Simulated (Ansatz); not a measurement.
## What a change of settings does to a run on Cs

Structure from Materials Project entry mp-11832 (possibly hypothetical), not relaxed further.

First run: DFT, PBE, all-electron LAPW, scalar-relativistic (Ansatz 0.2.0).

Command: `ansatz run input.yaml --threads 1 --pin off --max-ram 2048MiB --backend cpu --events-out ev --progress --plain --runs-dir out` The run took 4.2 s on 1 thread of Arm Neoverse V2, with other jobs on the host, peak memory 0.24 GiB.

```yaml
crystal:
  lattice:
    - [5.5663060538, 0.0, 0.0]
    - [-2.7831530269, 4.8205624479, 0.0]
    - [0.0, 0.0, 9.25847896]
  atoms:
    - { symbol: Cs, position: [0.3333333333, 0.6666666667, 0.25] }
    - { symbol: Cs, position: [0.6666666667, 0.3333333333, 0.75] }
kpoints:
  mp_grid: { grid: [7, 7, 4] }
  band_path:
    path:
      - [0.0, 0.0, 0.0]
      - [0.5, 0.0, 0.0]
      - [0.3333333333, 0.3333333333, 0.0]
      - [0.0, 0.0, 0.0]
      - [0.0, 0.0, 0.5]
      - [0.5, 0.0, 0.5]
      - [0.3333333333, 0.3333333333, 0.5]
      - [0.0, 0.0, 0.5]
      - [0.5, 0.0, 0.5]
    npoints: 5
scf:
  occupations: { method: fermi_dirac, width: 0.05 }
hamiltonian:
  xc: pbe
  pseudopotentials: { kind: all_electron, lapw: { basis_error: 0.0005 } }
output:
  forces: true
  stress: true
  eigenvalues: true
```

Result: converged; pressure -0.10 GPa; no gap on the k mesh; 7 SCF iterations.

Spin–orbit coupling is left out, though it moves levels of the heavy atoms by tenths of an eV or more.

A second input differs as follows:

```diff
@@ -23,4 +23,6 @@
 scf:
   occupations: { method: fermi_dirac, width: 0.05 }
+  convergence: { dr2_threshold: 1.0e-14 }
+  max_iter: 100
 hamiltonian:
   xc: pbe
```

Does the change harm the result?

Not here: the run converged; energy at zero smearing 0.0 meV/atom from the first run; pressure -0.10 GPa; no gap on the k mesh; 11 SCF iterations, so the odd setting did no harm in this case.
